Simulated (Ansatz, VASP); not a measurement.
Given: the input of a run of VASP 6.6.1 on GaP.

The input POSCAR:

```
GaP
1.0
    0.0000000000      2.7252500000      2.7252500000
    2.7252500000      0.0000000000      2.7252500000
    2.7252500000      2.7252500000      0.0000000000
Ga P
1 1
Direct
    0.0000000000      0.0000000000      0.0000000000
    0.7500000000      0.7500000000      0.7500000000
```

The input INCAR.step1:

```
PREC = Accurate
ENCUT = 600
EDIFF = 1E-5
ISMEAR = -1
SIGMA = 0.05
LREAL = F
LASPH = T
NELM = 100
ALGO = Normal
LWAVE = T
LCHARG = F
GGA = PE
```

File INCAR.step2:

```
PREC = Accurate
ENCUT = 600
EDIFF = 1E-6
ISMEAR = -1
SIGMA = 0.05
LREAL = F
LASPH = T
NELM = 100
ALGO = Normal
ISIF = 3
LWAVE = F
LCHARG = F
GGA = B3
LHFCALC = T
AEXX = 0.2
AGGAX = 0.72
AGGAC = 0.81
ALDAC = 0.19
PRECFOCK = Fast
IBRION = 2
NSW = 40
EDIFFG = -0.02
ISTART = 1
```

KPOINTS

```
regular mesh
0
Gamma
  4 4 4
```

Potentials or basis: VASP PAW PBE potentials, release 64 (Ga_d, P).

Run with:

```bash
$ cat potpaw_PBE.64/Ga_d/POTCAR potpaw_PBE.64/P/POTCAR > POTCAR
$ cp INCAR.step1 INCAR
$ mpirun -np 1 vasp_std > vasp.out
$ cp INCAR.step2 INCAR
$ mpirun -np 1 vasp_std > vasp.out
```

Task: Translate it to Ansatz 0.2.0. Potentials there: Ansatz PAW.

Result: As run (the cutoff follows the program's own potentials):

File input.yaml:

```yaml
crystal:
  lattice:
    - [0.0, 2.72525, 2.72525]
    - [2.72525, 0.0, 2.72525]
    - [2.72525, 2.72525, 0.0]
  atoms:
    - { symbol: Ga, position: [0.0, 0.0, 0.0] }
    - { symbol: P, position: [0.75, 0.75, 0.75] }
hamiltonian:
  xc: b3lyp
  pseudopotentials: { kind: paw }
kpoints:
  mp_grid: { grid: [4, 4, 4] }
scf:
  occupations: { method: fermi_dirac, width: 0.05 }
output:
  forces: true
  stress: true
relax:
  f_tol: 0.01
  max_steps: 40
  cell: { stress_tol: 0.05 }
```

Potentials or basis: Ansatz PAW.

The run is started by

```sh
$ ansatz run input.yaml --threads 2 --pin off --max-ram 5632MiB --backend cpu --events-out ev --progress --plain --runs-dir out
```

Both were run:

|  | VASP | Ansatz | Ansatz less VASP |
| --- | --- | --- | --- |
| gap on the k mesh at the Fermi level, each at its own relaxed structure (eV) | 2.68 | 2.62 | -0.058 |
| relaxed volume (Å³/atom) | 21.23 | 21.23 | -0.002 |
| relaxed cell length with the largest relative difference (Å) | 3.916 | 3.916 | -0.0001 |
| energy change over the relaxation (meV/atom) | -12 | -12 | -0.1 |

Caveats: the k mesh is coarse (spacing up to 0.50 Å⁻¹), so the values aren't converged, least of all with exact exchange; the PAW data sets were made with another functional, which shifts forces and pressure a little (VASP); the plane-wave basis is chosen anew once the cell has moved, so the energies of steps on either side of that aren't comparable (Ansatz); the PAW data sets come from PBE, with cores solved anew for the run's functional, which leaves a small shift of forces and pressure (Ansatz). A k mesh can miss the band edges. Zero-point motion and thermal expansion aren't in these numbers.
